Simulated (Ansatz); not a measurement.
# SiO2: the cost of one run

Computed with Ansatz 0.2.0 (DFT PBEsol, scalar-relativistic, unless a step's input says otherwise).

## 1. Starting point

It takes space group I-42d (No. 122, tetragonal). Conventional cell: a = 4.748 Å, b = 4.748 Å, c = 7.488 Å, α = 90.00°, β = 90.00°, γ = 90.00°. Around Si (site symmetry -4) lie 4 O at 1.62 Å. O (site symmetry 2) is surrounded by 2 Si at 1.62 Å.

As a file:

```cif
data_structure
_symmetry_space_group_name_H-M 'P 1'
_symmetry_Int_Tables_number 1
_cell_length_a 5.0289
_cell_length_b 5.0289
_cell_length_c 5.0289
_cell_angle_alpha 123.661
_cell_angle_beta 123.661
_cell_angle_gamma 83.768
_cell_volume 84.41
loop_
_atom_site_label
_atom_site_type_symbol
_atom_site_fract_x
_atom_site_fract_y
_atom_site_fract_z
_atom_site_occupancy
Si1 Si 0.00000 0.00000 0.00000 1
Si2 Si 0.75000 0.25000 0.50000 1
O1 O 0.99838 0.62500 0.87338 1
O2 O 0.37500 0.24838 0.37338 1
O3 O 0.75162 0.12500 0.12662 1
O4 O 0.87500 0.00162 0.62662 1
```

Atoms are numbered in the order of the input: Si1, Si2, O3, O4, O5, O6.

## 2. Volume × 0.94, LAPW

Input file input.yaml:

```yaml
crystal:
  lattice:
    - [-2.3255864014, 2.3255864014, 3.667570391]
    - [2.3255864014, -2.3255864014, 3.667570391]
    - [2.3255864014, 2.3255864014, -3.667570391]
  atoms:
    - { symbol: Si, position: [0.0, 0.0, 0.0] }
    - { symbol: Si, position: [0.75, 0.25, 0.5] }
    - { symbol: O, position: [0.99838, 0.625, 0.87338] }
    - { symbol: O, position: [0.375, 0.24838, 0.37338] }
    - { symbol: O, position: [0.75162, 0.125, 0.12662] }
    - { symbol: O, position: [0.875, 0.00162, 0.62662] }
kpoints:
  mp_grid: { grid: [7, 7, 7] }
  band_path:
    path:
      - [0.0, 0.0, 0.0]
      - [0.0, 0.0, 0.5]
      - [0.25, 0.25, 0.25]
      - [0.0, 0.5, 0.0]
      - [0.0, 0.0, 0.0]
      - [0.5, 0.5, -0.5]
      - [0.350518975, 0.649481025, -0.350518975]
      - [-0.350518975, 0.350518975, 0.350518975]
      - [0.0, 0.0, 0.0]
    npoints: 5
scf:
  occupations: { method: fermi_dirac, width: 0.03 }
hamiltonian:
  xc: pbesol
  pseudopotentials: { kind: all_electron, lapw: { basis_error: 0.001 } }
output:
  forces: true
  stress: true
  eigenvalues: true
```

Launch:

```bash
> ansatz run input.yaml --threads 2 --pin off --max-ram 8192MiB --backend cpu --events-out ev --progress --plain --runs-dir out
```

What time and memory should one allow on 2 threads of Arm Neoverse V2, shared host?

About 1.9 min, with a peak of 0.7 GiB.
